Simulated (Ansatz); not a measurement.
Ga3As: from a trial structure to a relaxed crystal

All numbers below come from Ansatz, DFT PBE, scalar-relativistic, plane waves, PAW. Cutoff 420 eV, Γ-centred k mesh, Gaussian smearing, no spin polarisation in the final step.

The start puts Ga3As on the TiAl3 (D0_22) structure type (I4/mmm, No. 139), with As in place of Ti, Ga in place of Al, at a guessed volume.

```yaml
crystal:
  lattice:
    - [-2.07914, 2.07914, 4.64430]
    - [2.07914, -2.07914, 4.64430]
    - [2.07914, 2.07914, -4.64430]
  atoms:
    - { symbol: Ga, position: [0.50000, 0.50000, 0.00000] }
    - { symbol: Ga, position: [0.25000, 0.75000, 0.50000] }
    - { symbol: Ga, position: [0.75000, 0.25000, 0.50000] }
    - { symbol: As, position: [0.00000, 0.00000, 0.00000] }
```

Steps on the 16×16×16 mesh (4 atoms). 7 of 13 steps are shown, and the free energy counts from the last. Trial steps that were taken back and renewals of the plane-wave basis can be among the rows.

| step | ΔF (meV/atom) | V (Å³/atom) | P (GPa) |
| --- | --- | --- | --- |
| 1 | 13.6 | 20.08 | -1.45 |
| 2 | 10.6 | 19.40 | 0.19 |
| 8 | 10.3 | 19.48 | 0.02 |
| 9 | 9.2 | 19.51 | 0.01 |
| 10 | 5.2 | 19.54 | 0.02 |
| 11 | -0.1 | 19.52 | 0.09 |
| 13 | 0.0 | 19.56 | 0.00 |

A final relaxation ran on a 16×16×16 mesh. The relaxed crystal, I4/mmm (No. 139):

```
Ga As
1.0
    -2.16981    2.16981    4.15402
     2.16981   -2.16981    4.15402
     2.16981    2.16981   -4.15402
Ga As
3 1
Direct
  0.50000 0.50000 0.00000
  0.25000 0.75000 0.50000
  0.75000 0.25000 0.50000
  0.00000 0.00000 0.00000
```

| Item | Value |
| --- | --- |
| Volume per atom | 19.56 Å³ |
| Density | 6.03 g/cm³ |
| Energy over the elements | 0.08 eV/atom |
| Gap on the 16×16×16 mesh | 0 eV (a metal) |

Energies over the elements count from the elements' standard structures at the same level, with no empirical corrections.

The final run used a 16×16×16 mesh on its 4-atom cell and 0.10 eV smearing. For metals, differences of a few meV/atom aren't resolved.

A structure relaxed within its symmetry needn't be a true minimum.

Cost: 2 runs of about 5.3 core-minutes in all, on Intel Xeon 6975P-C (Granite Rapids) (shared hosts).